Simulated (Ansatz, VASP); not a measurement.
## Two plane-wave programs on PbO

Contents of POSCAR:

```
PbO
1.0
    3.1793716484      0.0000000000      0.0000000000
    0.0000000000      3.1793716484      0.0000000000
    0.0000000000      0.0000000000      3.1631568530
Pb O
1 1
Direct
    0.0000000000      0.0000000000      0.0000000000
    0.5000000000      0.5000000000      0.5000000000
```

Contents of INCAR.step1:

```
SYSTEM = PbO
PREC     = Accurate       ! precision mode
ENCUT    = 520            ! plane-wave cutoff, eV
ISMEAR   = -1             ! smearing method
SIGMA    = 0.02           ! smearing width, eV
LREAL    = .False.        ! projectors in reciprocal space
LASPH    = .True.         ! aspherical terms in the spheres
NELM     = 80             ! most SCF steps
NBANDS   = 17             ! bands
GGA      = PE             ! functional
ALGO     = Normal         ! electronic algorithm
EDIFF    = 1E-4           ! SCF threshold, eV
LWAVE    = .True.         ! write WAVECAR
LCHARG   = .False.        ! write CHGCAR
```

INCAR.step2

```
SYSTEM = PbO
PREC     = Accurate       ! precision mode
ENCUT    = 520            ! plane-wave cutoff, eV
EDIFF    = 1E-7           ! SCF threshold, eV
ISMEAR   = -1             ! smearing method
SIGMA    = 0.02           ! smearing width, eV
LREAL    = .False.        ! projectors in reciprocal space
LASPH    = .True.         ! aspherical terms in the spheres
NELM     = 80             ! most SCF steps
ALGO     = Normal         ! electronic algorithm
ISIF     = 2              ! what is computed and relaxed
LWAVE    = .False.        ! write WAVECAR
LCHARG   = .False.        ! write CHGCAR
METAGGA  = R2SCAN         ! meta-GGA
LMIXTAU  = .True.       
NBANDS   = 17             ! bands
ISTART   = 1
```

Contents of KPOINTS:

```
Automatic mesh
0
Gamma
  8 8 8
  0 0 0
```

Input for Ansatz:

```yaml
crystal:
  lattice:
    - [3.1793716484, 0.0, 0.0]
    - [0.0, 3.1793716484, 0.0]
    - [0.0, 0.0, 3.163156853]
  atoms:
    - { symbol: Pb, position: [0.0, 0.0, 0.0] }
    - { symbol: O, position: [0.5, 0.5, 0.5] }
kpoints:
  mp_grid: { grid: [8, 8, 8] }
  band_path:
    path:
      - [0.0, 0.0, 0.0]
      - [0.0, 0.5, 0.0]
      - [0.5, 0.5, 0.0]
      - [0.5, 0.5, 0.5]
      - [0.05, 0.5, 0.05]
    npoints: 1
hamiltonian:
  xc: r2scan
scf:
  occupations: { method: fermi_dirac, width: 0.02 }
  n_extra_bands: 4
output:
  forces: true
  stress: true
  eigenvalues: true
```

Change from the starting cell: uniaxial_z strain -0.5%.

Alike in both runs: task single point; functional r2SCAN; k mesh 8 × 8 × 8; occupations fermi-dirac, width 0.02 eV; no spin polarisation.

|  | VASP | Ansatz |
| --- | --- | --- |
| version | VASP 6.6.1 | Ansatz 0.2.0 |
| potentials or method | VASP PAW PBE potentials, release 64 (Pb_d, O) | plane waves, PAW |
| plane-wave cutoff (eV) | 520 | 500 |
| valence electrons in the cell | 20 | 20 |

|  | VASP | Ansatz | Ansatz less VASP |
| --- | --- | --- | --- |
| pressure (GPa) | 0.8 | 0.6 | -0.19 |
| largest component of the traceless stress (GPa) | 0.69 | 0.69 | -0.001 |

Caveats: the PAW data sets were made with another functional, which shifts forces and pressure a little (VASP); spin-orbit coupling is left out, which as a rule narrows the gap of such compounds by several tenths of an eV. A k mesh can miss the band edges.
